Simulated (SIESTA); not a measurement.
## Ca under changes of volume

One of the cells (44.504 Å³/atom); the others are scaled copies at fixed shape and fractional positions:

```
Ca
1.0
     0.00000    2.81271    2.81271
     2.81271    0.00000    2.81271
     2.81271    2.81271    0.00000
Ca
1
Direct
  0.00000 0.00000 0.00000
```

- Program: SIESTA 5.4.2
- Functional: PBEsol
- Potentials or basis: PseudoDojo 0.4 standard (PBEsol files)
- Basis: DZP (energy shift 0.003 Ry; two zetas on semicore shells; d shell added on Ca)
- Grid cutoff: 800 Ry
- Energy shift: 0.003 Ry
- k mesh: 8 × 8 × 8
- Occupations: fermi-dirac, width 0.05 eV
- Spin: no spin polarisation

```csv
volume (Å³/atom),energy over the lowest point (meV/atom),pressure (GPa)
41.014,0.00,-0.1
41.886,1.57,-0.4
42.759,4.97,-0.8
44.504,16.77,-1.3
45.377,24.87,-1.6
46.250,?,?
```

What does the run at 46.250 Å³/atom give?

Energy over the lowest point 34.28 meV/atom; pressure -1.8 GPa.

Worked out: A Birch-Murnaghan fit of order 3 (a polynomial in V^(-2/3)) to the other rows has its minimum at 40.77 Å³/atom, just outside them, with B0 = V·E''(V) = 17.8 GPa and B' = 3.1. It gives 34.29 meV/atom at 46.250 Å³/atom, against the run's 34.28, and -dE/dV = -1.8 GPa, against -1.8.

Energies are extrapolated to zero smearing.

Caveats: the basis of atomic orbitals isn't converged, which shifts pressures, moduli and gaps.
